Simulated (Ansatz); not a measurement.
# Dielectric function and optical constants of CaS (Oldhamite)

Wanted: where CaS (Oldhamite) starts to absorb, how strongly, and its refractive index. The cell comes from an older database entry, whose edges can differ from later determinations, mostly by under a per cent.

Program: Ansatz 0.2.0. Level of theory: DFT, PBE, plane-wave PAW, default files, scalar-relativistic, independent-particle optical response without local fields. Results are calculated unless marked as measured.

The database entry behind the starting cell differs from later determinations by our own check (0.1 to 0.3 % short, probably kX units), so it need not match the best structure at ambient conditions.

## 1. The starting structure

It takes space group Fm-3m (No. 225, cubic). Conventional cell: a = 5.686 Å, b = 5.686 Å, c = 5.686 Å, α = 90.00°, β = 90.00°, γ = 90.00°. Nearest to Ca lie 6 S at 2.84 Å. Nearest to S lie 6 Ca at 2.84 Å. Farther neighbours and most contacts between anions are not listed.

As a file:

```cif
data_structure
_symmetry_space_group_name_H-M 'P 1'
_symmetry_Int_Tables_number 1
_cell_length_a 4.0206
_cell_length_b 4.0206
_cell_length_c 4.0206
_cell_angle_alpha 60.000
_cell_angle_beta 60.000
_cell_angle_gamma 60.000
_cell_volume 45.96
loop_
_atom_site_label
_atom_site_type_symbol
_atom_site_fract_x
_atom_site_fract_y
_atom_site_fract_z
_atom_site_occupancy
Ca1 Ca 0.00000 0.00000 0.00000 1
S2 S 0.50000 0.50000 0.50000 1
```

## 2. Ground state and bands

First the ground state: is it a metal or has it a gap?

This step: DFT, PBE, plane-wave PAW, default files, scalar-relativistic, ground state (Ansatz 0.2.0).

input.yaml reads:

```yaml
crystal:
  lattice:
    - [0.0, 2.843, 2.843]
    - [2.843, 0.0, 2.843]
    - [2.843, 2.843, 0.0]
  atoms:
    - { symbol: Ca, position: [0.0, 0.0, 0.0] }
    - { symbol: S, position: [0.5, 0.5, 0.5] }
kpoints:
  mp_grid: { grid: [7, 7, 7] }
  band_path:
    path:
      - [[0.0, 0.0, 0.0], [0.5, 0.0, 0.5], [0.5, 0.25, 0.75], [0.375, 0.375, 0.75], [0.0, 0.0, 0.0], [0.5, 0.5, 0.5], [0.625, 0.25, 0.625], [0.5, 0.25, 0.75], [0.5, 0.5, 0.5], [0.375, 0.375, 0.75]]
      - [[0.625, 0.25, 0.625], [0.5, 0.0, 0.5]]
    npoints: 7
scf:
  occupations: { method: fermi_dirac, width: 0.05 }
  n_extra_bands: 6
hamiltonian:
  xc: pbe
  pseudopotentials: { kind: paw }
output:
  forces: true
  stress: true
  populations: true
  write_bands: true
  write_density: true
  write_potential: true
  elf: true
  volumetric_format: npy
```

Started as:

```
> ansatz run input.yaml --threads 2 --pin off --max-ram 5120MiB --backend cpu --events-out ev --progress --plain --runs-dir out
```

Numbers of over 12 decimals in the logs are rounded to 6 here.

The log of the run:

```text
scf.n_extra_bands = 6 over 8 filled bands (N_el = 16.0): the run solves 14 bands
Engine: ansatz 0.2.0, aarch64-unknown-linux-gnu
Pseudopotentials: kind: paw
Pseudopotential: Ca, paw, valence charge 10, recommended cutoff 420 eV (normal), Ca.paw.azcp
Pseudopotential: S, paw, valence charge 6, recommended cutoff 420 eV (normal), S.paw.azcp
Functional definition: PBE
  parameter kappa = 0.804
  parameter beta = 0.066725
  exchange = pbe_x(kappa = kappa, mu = beta*pi^2/3)
  correlation = pbe_c(beta = beta)
Crystal: 2 atoms, lattice volume = 45.958 Å³
Basis set: ecut = 420 eV, 893 PW (Γ), exchange–correlation on 54×54×54 points (8 copies of the dense FFT grid, shifted against one another)
Bands: 14, of which v1, the nominal top of the filled ones, is band 8 counted from 1 (7 counted from 0)
Symmetry: 48 space group operations
Space group: Fm-3m (ITA 225), of the structure as read, at distance tolerance 3.6e-5 Å
k-points: 20 of 343
Non-local potential: Ca, projectors of the file, l = 0: 3, l = 1: 2, l = 2: 2
Non-local potential: S, projectors of the file, l = 0: 2, l = 1: 2, l = 2: 2
PAW form: soft (Blöchl's): semilocal exchange-correlation on the pseudo side does not see the compensation charge
PAW one-centre angular grid: Ca, 110 points (default); XC on 64 Gauss nodes
PAW one-centre angular grid: S, 110 points (default); XC on 64 Gauss nodes
Initial density: superposition of atomic densities (neutral atoms: chi_scale 0, normalization atom), corrected by the library's trained network
Initial wavefunctions: pseudopotential atomic-orbital guess
Functional: x = pbe(κ = 0.804, μ = 0.219515), c = pbe(β = 0.066725)
SCF iter   1: F=—  HF=-2723.260420 eV  |F-HF|=—  |Δ(HF+E_count)|=         —  Δρ=3.57e-4  dr2=4.09e-5  ethr=1.77e-3  ⟨swp⟩=7.8  Hψ=1936  notcnv=0  defer=2
preconditioner: auto → none  [insulator: Δε(μ)=2.412 eV  Ē_g=16.912 eV  σ=0.050 eV  W_gap=1.00  n_scr=14 (ndim 8)  ℏωp=20.5 eV  f_vac=0.000  D(μ)=0.00/eV (n_scr^D=0)  ε∞_Penn≈2.5]
SCF iter   2: F=—  HF=-2723.260441 eV  |F-HF|=—  |Δ(HF+E_count)|=   2.07e-5  Δρ=3.87e-4  dr2=1.18e-4  ethr=2.55e-7  ⟨swp⟩=3.0  Hψ=650  notcnv=0  defer=7
SCF iter   3: F=—  HF=-2723.260420 eV  |F-HF|=—  |Δ(HF+E_count)|=   2.10e-5  Δρ=1.65e-4  dr2=1.62e-5  ethr=2.55e-7  ⟨swp⟩=2.3  Hψ=352  notcnv=0  defer=7
SCF iter   4: F=—  HF=-2723.260436 eV  |F-HF|=—  |Δ(HF+E_count)|=   1.54e-5  Δρ=4.02e-5  dr2=8.20e-7  ethr=1.02e-7  ⟨swp⟩=2.0  Hψ=390  notcnv=0  defer=7
SCF iter   5: F=—  HF=-2723.260436 eV  |F-HF|=—  |Δ(HF+E_count)|=   5.58e-7  Δρ=2.66e-5  dr2=6.00e-7  ethr=5.13e-9  ⟨swp⟩=2.0  Hψ=404  notcnv=0  defer=7
SCF iter   6: F=—  HF=-2723.260436 eV  |F-HF|=—  |Δ(HF+E_count)|=   1.56e-7  Δρ=1.16e-5  dr2=1.17e-7  ethr=3.75e-9  ⟨swp⟩=2.0  Hψ=295  notcnv=0  defer=7
SCF iter   7: F=-2723.260436 eV  HF=-2723.260436 eV  |F-HF|=4.70e-9  |Δ(HF+E_count)|=   3.90e-8  Δρ=2.48e-6  dr2=5.40e-9  ethr=6.25e-10  ⟨swp⟩=10.9  Hψ=1627  notcnv=0
SCF 1 converged in 7 iterations: F = -2723.260436 eV  dr2 = 5.40e-9
  greatest PAW one-centre occupation: 0.995 electrons in one spin orbital (limit 2), on the Ca atom at site 0 (counted from 0), in its partial waves of l = 0
NSCF: frozen V_eff on 72 k-points
SCF converged after 7 iterations
Free energy (F): -2723.260436 eV
Harris-Foulkes:  -2723.260436 eV  (|F-HF|=4.70e-9)
Internal energy: -2723.260436 eV  (E = F + TS)
E sigma→0 (E₀):  -2723.260436 eV
Fermi energy:    7.210772 eV
--- Per-component energies (eV) ---
  E_band       = -133.792747
  E_kinetic    = 386.705060
  E_local      = -821.692459  (includes V_loc(G=0)·N_el)
  E_nonlocal   = 91.688847
  E_hartree    = 269.948763
  E_xc         = -236.099704
  E_vxc        = -260.926534  (∫ρ·V_xc dr)
  E_paw        = -1458.676848  (= ΣΔE_a)
  E_vpaw       = -69.466071  (= ΣTr[D̂ρ^β])
  E_aug_tail   = -0.000004  (compensation charges beyond the density's cutoff)
  E_ewald      = -955.134092
  E_smearing   = -0.000000  (= −TS)
  E_closure    = 0.000000  (closes the sum)
  Σ components = -2723.260436   (vs F -2723.260436, Δ=0.00e0)
--- Forces (eV/Å), atoms counted from 1 ---
  atom   1  Ca    -0.00000000     0.00000000    -0.00000000
  atom   2  S      0.00000000    -0.00000000    -0.00000000
  max |Σ_I F_I| component: 7.30e-30 eV/Å
--- Stress (GPa, compression-positive) ---
        0.796871      -0.000000       0.000000
        0.000000       0.796871       0.000000
        0.000000       0.000000       0.796871
  P = ⅓ Tr σ = 0.7969 GPa (7.969 kbar)
--- Band table (eV; the first three rows and the last of 20) ---
  k-point 0: bands = [... 4 lower, -5.3172, 6.0181, 6.0181, 6.0181, 10.1814, 10.1814, 10.1814, 10.2022, ... 2 higher]
  k-point 1: bands = [... 4 lower, -5.1773, 5.1957, 5.7330, 5.7330, 10.1849, 10.4751, 10.4751, 11.1618, ... 2 higher]
  k-point 2: bands = [... 4 lower, -4.8424, 3.8821, 5.2271, 5.2271, 10.3965, 11.2043, 11.2043, 12.5425, ... 2 higher]
  k-point 19: bands = [... 4 lower, -4.5684, 4.0559, 4.1335, 4.7290, 10.4250, 11.3768, 12.2120, 12.5516, ... 2 higher]
--- Löwdin populations: 2 sites ---
  site symbol       q [e]
     0     Ca      8.4336
     1      S      7.2913
  spilling = 0.017189 (of n_electrons = 16.000000)
```

Wall time 1.5 s (2 threads of Arm Neoverse V2, shared host); peak memory 0.28 GiB.

Numbers from this step:

| Quantity | Value |
| --- | --- |
| free energy | -2723.2604 eV |
| Fermi energy | 7.211 eV |
| gap by band count | 2.418 eV |
| electrons | 16 |
| symmetry operations | 48 |
| pressure | 0.7969 GPa |
| gap on the k-mesh | 2.418 eV |
| volume | 45.96 Å³ |
| gap on the path | 2.351 eV |
| least direct gap on the path | 3.161 eV |

There is a gap, 2.35 eV on the path, so no carriers' term is needed. The cell is left with a pressure of 0.8 GPa, as it stands unrelaxed at this level.

The electronic bands at the labelled points (eV, zero at the Fermi level; v1 is the highest filled band, c1 the lowest empty one):

```csv
point,v4,v3,v2,v1,c1,c2,c3,c4
Γ,-12.53,-1.19,-1.19,-1.19,2.97,2.97,2.97,2.99
0.57 of the way,-12.05,-3.33,-1.80,-1.80,1.73,4.05,4.22,5.02
X,-11.90,-3.48,-2.00,-2.00,1.16,4.41,4.85,5.60
0.57 of the way,-11.83,-3.32,-2.48,-2.48,2.18,4.67,4.97,5.39
W,-11.78,-2.98,-2.98,-2.75,3.64,3.64,4.81,5.25
0.57 of the way,-11.79,-3.19,-3.03,-2.38,2.75,4.61,5.03,5.32
K,-11.80,-3.24,-3.07,-2.22,2.49,5.12,5.24,5.25
0.57 of the way,-12.13,-3.02,-1.96,-1.88,3.27,3.57,3.89,4.26
Γ,-12.53,-1.19,-1.19,-1.19,2.97,2.97,2.97,2.99
0.57 of the way,-12.05,-3.33,-1.98,-1.98,3.19,3.99,3.99,5.33
L,-11.71,-4.30,-2.35,-2.35,4.03,4.88,5.02,5.02
0.57 of the way,-11.75,-3.84,-2.73,-2.31,3.50,4.62,5.03,5.59
U,-11.80,-3.24,-3.07,-2.22,2.49,5.12,5.24,5.25
0.57 of the way,-11.79,-3.15,-3.00,-2.49,2.93,4.38,4.93,5.29
W,-11.78,-2.98,-2.98,-2.75,3.64,3.64,4.81,5.25
0.43 of the way,-11.76,-3.70,-2.76,-2.39,3.75,3.98,5.32,5.53
L,-11.71,-4.30,-2.35,-2.35,4.03,4.88,5.02,5.02
0.43 of the way,-11.73,-4.03,-2.58,-2.33,3.77,4.60,5.00,5.57
K,-11.80,-3.24,-3.07,-2.22,2.49,5.12,5.24,5.25
jump to U,-11.80,-3.24,-3.07,-2.22,2.49,5.12,5.24,5.25
0.43 of the way,-11.86,-3.40,-2.48,-2.09,1.68,4.76,5.29,5.45
X,-11.90,-3.48,-2.00,-2.00,1.16,4.41,4.85,5.60
```

The electronic bands as a text plot (rows in eV, shown from -9.2 to 3.6 only):

```
    3.3 |+++         ++   +   ++++++++++     +   +         ++
    2.8 |+++           ++       +++++         + +            +
    2.2 |   +       +    +                     +              +
    1.7 |    ++    +                                           +
    1.2 |      ++++                                             +
    0.6 |
    0.1 |
   -0.4 |
   -1.0 |*                        *
   -1.5 | ***                  *** ***
   -2.0 |  * ******      *  ***     * **      **             ****
   -2.5 |          ****** **   *     *  ******  *************  *
   -3.1 |   ***     *******   *       *      ********       ***
   -3.6 |      *****      ****         *     **     *      *** **
   -4.1 |                               *****        ******
   -4.7 |
   -5.2 |
   -5.7 |
   -6.3 |
   -6.8 |
   -7.3 |
   -7.9 |
   -8.4 |
   -8.9 |
         Γ       X    W  K        Γ      L     U  W     L   K|U X
```

Electrostatic potential energy in the ac plane of the conventional cell at fractional y = 0.000, with atoms of Ca and S within 0.2 Å of it. With pseudopotentials it is smooth inside the atoms' cores, unlike the true potential.

Values in eV, 16 rows by 16 columns, each cell a mean:
```
-54 -40 -12   3   7   2 -21 -28 -25 -28  -7   6   6  -3 -26 -51
-31 -18  -3   5   8   7  -5 -21 -24 -13   3   8   7   2 -10 -26
 -4   0   5   8   9   9   7   2   0   4   8  10   9   6   2  -3
  6   7   8   9  10   9   8   7   7   8   9  10  10   9   7   6
  6   7   9  10   9   8   5   3   3   4   7   9  10  10   8   6
-10  -2   6   9   8   5  -3 -12 -15  -7   2   7   9   8   3  -7
-29 -23  -2   7   7   0 -18 -40 -45 -29  -7   4   8   4 -13 -28
-20 -29 -10   6   6  -4 -31 -54 -55 -45 -15   3   7   0 -24 -25
-25 -28  -7   6   6  -3 -26 -51 -54 -40 -12   3   7   2 -21 -28
-24 -13   3   8   7   2 -10 -26 -31 -18  -3   5   8   7  -5 -21
  0   4   8  10   9   6   2  -3  -4   0   5   8   9   9   7   2
  7   8   9  10  10   9   7   6   6   7   8   9  10   9   8   7
  3   4   7   9  10  10   8   6   6   7   9  10   9   8   5   3
-15  -7   2   7   9   8   3  -7 -10  -2   6   9   8   5  -3 -12
-45 -29  -7   4   8   4 -13 -28 -29 -23  -2   7   7   0 -18 -40
-55 -45 -15   3   7   0 -24 -25 -20 -29 -10   6   6  -4 -31 -54
```

Valence density in the ac plane of the conventional cell at fractional y = 0.000, with atoms of Ca and S within 0.2 Å of it. It is the smooth field of the valence electrons, not physical close to the nuclei.

Ten steps, logarithmic in the rise over the least value, from '_' (0.1 e/Å³) to '@' (6.5 e/Å³), each cell a mean:
```
@@%%++::::==**++==**++--::==##@@
##**--..::--++****++==::..::++##
==--..____::--======--..____::==
::..________::::::::..______..::
----::______..::::::______..::--
++++--::__..--++**==::__..--==++
++**++--..--**%%@@##==::::==++**
--++++--::==##@@@@@@**::::==**==
==**++--::==##@@@@%%++::::==**++
**++==::..::++####**--..::--++**
====--..____::====--..____::--==
::::..______..::::..________::::
::::______..::------::______..::
**==::__..--==++++++--::__..--++
@@##==::::==++**++**++--..--**%%
@@@@**::::==**==--++++--::==##@@
```

## 3. Spectrum

With the density converged, the vertical transitions are summed over the zone.

This step: DFT, PBE, plane-wave PAW, default files, scalar-relativistic, independent-particle optical response without local fields (Ansatz 0.2.0).

input.yaml, the sections that differ from step 2:

```yaml
kpoints:
  mp_grid: { grid: [7, 7, 7] }
scf:
  occupations: { method: fixed }
output:
  optics:
    e_range: [0, 20]
    de: 0.05
    sigma: 0.1
    nscf_kmesh: { grid: [9, 9, 9] }
    bands: auto
# crystal, hamiltonian: as in step 2
```

The log of the run:

```text
[...]
Crystal: 2 atoms, lattice volume = 45.958 Å³
Basis set: ecut = 420 eV, 893 PW (Γ)
Bands: 12, of which v1, the nominal top of the filled ones, is band 8 counted from 1 (7 counted from 0)
Symmetry: 48 space group operations
[...]
k-points: 20 of 343
[...]
SCF iter   1: F=—  HF=-2723.260601 eV  |F-HF|=—  |Δ(HF+E_count)|=         —  Δρ=3.55e-4  dr2=3.37e-5  ethr=1.77e-3  ⟨swp⟩=4.5  Hψ=1352  notcnv=0  defer=10
[...]
SCF iter   9: F=-2723.260443 eV  HF=-2723.260443 eV  |F-HF|=8.19e-12  |Δ(HF+E_count)|=  3.82e-11  Δρ=1.08e-7  dr2=9.48e-12  ethr=1.00e-12  ⟨swp⟩=3.2  Hψ=1104  notcnv=0
SCF 1 converged in 9 iterations: F = -2723.260443 eV  dr2 = 9.48e-12
[...]
NSCF: frozen V_eff on 35 k-points
[...]
output.optics: what the bands over the 41 summed would add to eps1, eps2 and the energy-loss function is held between a lower and an upper bound (6 Lanczos steps). eps1, eps2 and their loss function (loss_summed_bands) are given on every row as the summed bands alone make them. Along an axis, on a row where the two bounds hold the loss function to about 1 % of the greater of itself and 0.5 % of |1/eps|, its cell (loss_completed) is given, with the completed eps1 and eps2 that it is formed of (a cell that is left empty reads nan in the table and null in the record). The two bounds hold it so along every axis on all 401 rows up to 20.000 eV. [rest of the remark cut]
SCF converged after 9 iterations
Free energy (F): -2723.260443 eV
[...]
Internal energy: -2723.260443 eV  (E = F + TS)
E sigma→0 (E₀):  -2723.260443 eV
Fermi energy:    6.018164 eV
[...]
--- Band table (eV; the first three rows and the last of 20) ---
  k-point 0: bands = [... 4 lower, -5.3171, 6.0182, 6.0182, 6.0182, 10.1814, 10.1814, 10.1814, 10.2022]
  k-point 1: bands = [... 4 lower, -5.1772, 5.1958, 5.7331, 5.7331, 10.1849, 10.4750, 10.4750, 11.1618]
  k-point 2: bands = [... 4 lower, -4.8423, 3.8822, 5.2272, 5.2272, 10.3965, 11.2043, 11.2043, 12.5424]
  k-point 19: bands = [... 4 lower, -4.5684, 4.0559, 4.1335, 4.7291, 10.4250, 11.3767, 12.2119, 12.5515]
```

Elapsed: 11 s, on 2 threads; peak memory 0.61 GiB; 21 s of CPU time.

Numbers from this step:

* electronic dielectric constant ε∞, mean over x, y and z (by symmetry where fewer were run): 5.460
* absorption onset, first axis (α over 10⁴ cm⁻¹, or the direct gap if that lies higher): 3.189 eV
* main peak of Im epsilon, first axis: 6.245 eV
* centre of weight of the strongest loss peak in the window: 17.28 eV
* photocurrent from vertical transitions in a film 500 nm thick on a perfect mirror (two passes), AM1.5G, no front reflection, all carriers collected: 1.089 mA/cm²
* least direct gap on the mesh: 3.189 eV
* bands summed: 41
* spectra valid up to: 36.88 eV
* program's estimate of the k-sum error in Im epsilon: 0.3 %
* electrons in the f-sum: 12.29

Table of Im ε, any direction by photon energy; read off at these points:

```csv
photon energy (eV),"Im ε, any direction"
2.50,0
3.00,0.00872
3.50,2.93
4.00,4.35
4.50,5.64
5.00,6.57
5.50,6.99
6.00,7.55
6.25,8.26
6.50,7.22
7.00,7.33
7.50,7.21
8.00,5.78
8.50,3.62
9.00,3.38
9.50,1.79
10.00,1.33
10.50,1.67
11.00,1.55
11.35,2.45
11.50,2.29
12.00,2.44
12.50,1.55
13.00,0.952
13.50,0.961
14.00,0.867
14.50,0.853
15.00,0.451
15.50,0.610
16.00,0.453
16.50,0.393
17.00,0.573
17.50,0.158
18.00,0.154
18.50,0.204
19.00,0.133
19.50,0.117
20.00,0.105
```

The Re ε, any direction by photon energy:

```csv
photon energy (eV),"Re ε, any direction"
0,5.46
1,5.60
2,6.14
3,8.07
4,8.38
5,6.15
6,4.01
7,1.08
8,-2.35
9,-1.92
10,-0.276
11,0.257
12,-0.551
13,-0.515
14,-0.219
15,-0.0765
16,0.0457
17,-0.0745
18,0.411
19,0.524
20,0.718
```

The reflectivity at normal incidence, any direction has structure finer than the step of the table below, so its rows give means over 0.5 eV, whole bins alone (the curve runs from 0 to 20 eV). Peaks (eV: height): 9.65: 48.0, 12.70: 43.2, 14.65: 33.1, 17.10: 26.8.

Reflectivity at normal incidence, any direction against photon energy; means over each step:

```csv
photon energy (eV),"reflectivity at normal incidence, any direction (%)"
0.5,16.2
1.0,16.5
1.5,17.1
2.0,18.1
2.5,19.7
3.0,23.3
3.5,26.6
4.0,27.4
4.5,27.8
5.0,28.9
5.5,29.6
6.0,31.5
6.5,33.0
7.0,33.9
7.5,36.4
8.0,43.2
8.5,41.9
9.0,43.1
9.5,47.4
10.0,27.4
10.5,20.4
11.0,15.9
11.5,21.2
12.0,28.5
12.5,39.2
13.0,33.7
13.5,26.3
14.0,23.8
14.5,28.6
15.0,24.7
15.5,16.2
16.0,17.6
16.5,9.35
17.0,19.7
17.5,13.7
18.0,5.06
18.5,3.22
19.0,2.77
19.5,1.37
```

The loss function −Im 1/ε at q → 0, any direction has structure finer than the step of the table below, so its rows give means over 0.5 eV, whole bins alone (the curve runs from 0 to 20 eV). Peaks (eV: height): 15.05: 2.20, 16.15: 2.35, 17.25: 4.05.

Loss function −Im 1/ε at q → 0, any direction against energy loss; means over each step:

energy loss (eV), loss function −Im 1/ε at q → 0, any direction and a bar:
```
      2.5       0.00 
      3.0       0.00 
      3.5       0.03 
      4.0       0.05 #
      4.5       0.07 #
      5.0       0.08 #
      5.5       0.10 #
      6.0       0.10 #
      6.5       0.13 ##
      7.0       0.14 ##
      7.5       0.14 ##
      8.0       0.15 ##
      8.5       0.21 ###
      9.0       0.23 ###
      9.5       0.30 ####
     10.0       0.64 ########
     10.5       0.60 #######
     11.0       0.57 #######
     11.5       0.42 #####
     12.0       0.40 #####
     12.5       0.44 #####
     13.0       0.78 ##########
     13.5       0.95 ############
     14.0       1.07 #############
     14.5       1.07 #############
     15.0       1.93 ########################
     15.5       1.67 ####################
     16.0       2.13 ##########################
     16.5       1.65 ####################
     17.0       2.12 ##########################
     17.5       2.44 ##############################
     18.0       0.83 ##########
     18.5       0.69 ########
     19.0       0.50 ######
     19.5       0.28 ###
```

The refractive index n and extinction k by photon energy:

```csv
photon energy (eV),n,k
0.0,2.34,0
0.5,2.34,0
1.0,2.37,0
1.5,2.41,0
2.0,2.48,0
2.5,2.59,0
3.0,2.84,0.00153
3.5,3.04,0.482
4.0,2.99,0.728
4.5,2.82,1.00
5.0,2.75,1.19
5.5,2.59,1.35
6.0,2.51,1.51
6.5,2.12,1.71
7.0,2.06,1.78
7.5,1.91,1.89
8.0,1.39,2.07
8.5,1.04,1.74
9.0,0.993,1.70
9.5,0.618,1.45
10.0,0.737,0.905
10.5,0.887,0.942
11.0,0.957,0.811
11.5,1.07,1.07
12.0,0.987,1.23
12.5,0.638,1.22
13.0,0.533,0.894
13.5,0.591,0.813
14.0,0.581,0.746
14.5,0.524,0.814
15.0,0.436,0.517
15.5,0.582,0.524
16.0,0.500,0.453
16.5,0.637,0.309
17.0,0.501,0.571
17.5,0.492,0.161
18.0,0.652,0.118
18.5,0.727,0.140
19.0,0.730,0.0912
19.5,0.803,0.0728
20.0,0.850,0.0620
```

From ε follow the optical constants at some laser and lamp lines:

```csv
wavelength (nm),n,k,R (%),1/α
1550,2.36,0.000,16.3,over 1 mm
1064,2.38,0.000,16.7,over 1 mm
633,2.47,0.000,18.0,over 1 mm
405,2.91,0.014,23.9,2.3 µm
308,2.99,0.744,27.4,33 nm
248,2.75,1.193,29.0,17 nm
193,2.18,1.752,33.8,8.8 nm
```

Rows near the edge hang on the gap, which this functional as a rule makes too small, and phonon-assisted absorption is left out.

A film 1 µm thick would pass 68 % of daylight and look colourless, dimmed by reflection in transmission (x = 0.318, y = 0.335).

The f-sum over the summed bands holds 12.3 of the cell's 16 electrons outside the frozen cores, 8 of which lie in bands more than 12 eV below the Fermi level, whose transitions come at higher energies. Up to 20 eV the strength has a mean oscillator energy of 7.1 eV, close to the main peak.

(Part 1 of 2 ends here.)

[Logs are printed without paths, hosts, clocks, repeated set-up lines and the standing remarks that a program may print on its own settings, such as how far it seeks lower states.]

[Hosts, paths, dates, database ids (printed as entryN), source tags and the programs' standing remarks are cut or masked in the printed files.]
